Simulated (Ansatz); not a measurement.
Start of a relaxation of MoS3:

```cif
data_structure
_symmetry_space_group_name_H-M 'R-3c:H'
_symmetry_Int_Tables_number 167
_cell_length_a 7.0711
_cell_length_b 7.0711
_cell_length_c 17.3205
_cell_angle_alpha 90.000
_cell_angle_beta 90.000
_cell_angle_gamma 120.000
_cell_volume 750.00
loop_
_atom_site_label
_atom_site_type_symbol
_atom_site_symmetry_multiplicity
_atom_site_Wyckoff_symbol
_atom_site_fract_x
_atom_site_fract_y
_atom_site_fract_z
_atom_site_occupancy
Mo1 Mo 6 b 0.66667 0.33333 0.33333 1
S1 S 18 e 0.91679 0.25013 0.41667 1
```

Computed with DFT PBE, scalar-relativistic, plane waves, PAW (Ansatz). Cutoff 420 eV, Gaussian smearing, Γ-centred meshes. Cell and atoms relax first on a coarse mesh and then on a finer one. In between, the cell is made exact in the group found at 0.06 Å. In metals the finer mesh still leaves noise of several meV/atom or more. The steps can't lower the symmetry of their start. Collinear spin, starting moments Mo 1.0 (×2) μB; they died out on the coarse mesh, so the last step has no spin.

A guess keeps its type if space group and coordination stay and the shape of the cell changes little (axis ratios within about 15 %, angles within 6°); the volume may change.

Task: Will the relaxed cell still be of the starting type?

Result: It keeps its type. The symmetry stays R-3c (No. 167). The end has the AlF3 type. The volume per atom shrinks by 35.5 %, from 31.2 to 20.2 Å³. The shortest distance goes from 2.57 Å (Mo–S) to 2.36 Å (Mo–S). The ratio c/a of the conventional cell changes by a factor of 1.04. Counting neighbours within 15 % of an atom's shortest distance, the start has Mo 6, S 2 and the end Mo 6, S 2.

Energies over the elements count from the elements' standard structures at the same level, with no fitted energy shifts.

Task: At what energy does it end?

Result: −0.15 eV/atom. A negative formation energy is needed for stability but isn't enough: competing phases decide.

The last run used a 12×12×12 mesh for its 8-atom cell and Gaussian smearing of 0.10 eV. The reference form of S is held partly by dispersion forces, which this level lacks. Symmetry constrained the relaxation, so the result can be a saddle point.
